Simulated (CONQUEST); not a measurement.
Crystal: Pd.

```
Pd
1.0
     3.14456    0.00000    0.00000
     0.00000    3.14456    0.00000
     0.00000    0.00000    3.14456
Pd
2
Direct
  0.00000 0.00000 0.00000
  0.50000 0.50000 0.50000
```

This isn't the form of Pd at room conditions, which is fcc.

```yaml
Program: CONQUEST 1.3
Task: single point
Functional: PBE
Potentials_or_basis: PseudoDojo NC PBE, DZP, grid cutoff 120 Ha
k_mesh: 8 × 8 × 8
Occupations: fermi-dirac, width 0.05 eV
Spin: no spin polarisation
```

On this cell: pressure 0.3 GPa; largest force zero by symmetry; band gap on the k mesh none (metal or under the smearing width).

The same run follows on a disturbed copy (atoms of the box moved at random, drawn with an rms of 0.05 Å):

```
Pd
1.0
     3.14456    0.00000    0.00000
     0.00000    3.14456    0.00000
     0.00000    0.00000    3.14456
Pd
2
Direct
  0.99832 0.01803 0.99221
  0.50069 0.50734 0.49436
```

Problem. What does the disturbed cell give?

Solution. The energy (extrapolated to zero smearing) moves by +1.5 meV/atom; pressure 0.5 GPa; largest force 0.297 eV/Å; band gap on the k mesh none (metal or under the smearing width).

Forces on the atoms (eV/Å):
```
Pd   0.049 -0.270  0.024
Pd  -0.053  0.282 -0.076
```

The forces don't sum to zero, so they hold noise of the program's grid.

Caveats: the box holds several primitive cells, so bands are folded and the points are those of the box's own zone; the basis of atomic orbitals isn't converged, which shifts pressures, moduli and gaps.
